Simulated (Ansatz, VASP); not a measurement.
Zn3H: VASP beside Ansatz

```
Zn H
1.0
     0.00000    2.99658    2.99658
     2.99658    0.00000    2.99658
     2.99658    2.99658    0.00000
Zn H
3 1
Cartesian
  2.9966 2.9966 2.9966
  1.4983 1.4983 1.4983
  4.4949 4.4949 4.4949
  0.0000 0.0000 0.0000
```

The cell was built by a generator and needn't be a form met in nature.

Alike in both runs: task band structure; functional RPBE; k mesh 6 × 6 × 6; occupations fermi-dirac, width 0.05 eV; no spin polarisation.

|  | VASP | Ansatz |
| --- | --- | --- |
| version | VASP 6.6.1 | Ansatz 0.2.0 |
| potentials or method | VASP PAW PBE potentials, release 64 (Zn, H) | Ansatz PAW |
| plane-wave cutoff (eV) | 520 | 420 |
| valence electrons in the cell | 37 | 37 |

```tsv
	VASP	Ansatz	Ansatz less VASP
gap on the k mesh at the Fermi level (eV)	none	none	-
pressure (GPa)	2.9	2.7	-0.23
```

A gap of «none» marks a metal or a gap that the smearing closes. The functional is the same, so the differences come from potentials, cutoffs and numerics.

Caveats: the PAW data sets were made with another functional, which shifts forces and pressure a little (VASP); the PAW data sets come from PBE, with cores solved anew for the run's functional, which leaves a small shift of forces and pressure (Ansatz).
